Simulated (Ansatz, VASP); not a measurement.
Two plane-wave programs on In3Se

```
In Se
1.0
     4.80376    0.00000    0.00000
     0.00000    4.80376    0.00000
     0.00000    0.00000    4.80376
In Se
3 1
Direct
  0.00000 0.50000 0.50000
  0.50000 0.00000 0.50000
  0.50000 0.50000 0.00000
  0.00000 0.00000 0.00000
```

The cell comes from a database or a generator and needn't be the stable form of this composition.

Alike in both runs: task single point; functional PBE; k mesh 4 × 4 × 4; occupations gaussian, width 0.1 eV; no spin polarisation.

```csv
,VASP,Ansatz
version,VASP 6.6.1,Ansatz 0.2.0
potentials or method,"VASP PAW PBE potentials, release 64 (In_d, Se)","scalar-relativistic, plane waves, PAW"
plane-wave cutoff (eV),520,420
valence electrons in the cell,45,55
```

```tsv
	VASP	Ansatz	Ansatz less VASP
gap on the k mesh at the Fermi level (eV)	none	none	-
pressure (GPa)	-0.1	-0.1	0.00
```

A gap of «none» marks a metal or a gap that the smearing closes. The two sets of potentials don't hold the same shells in valence.
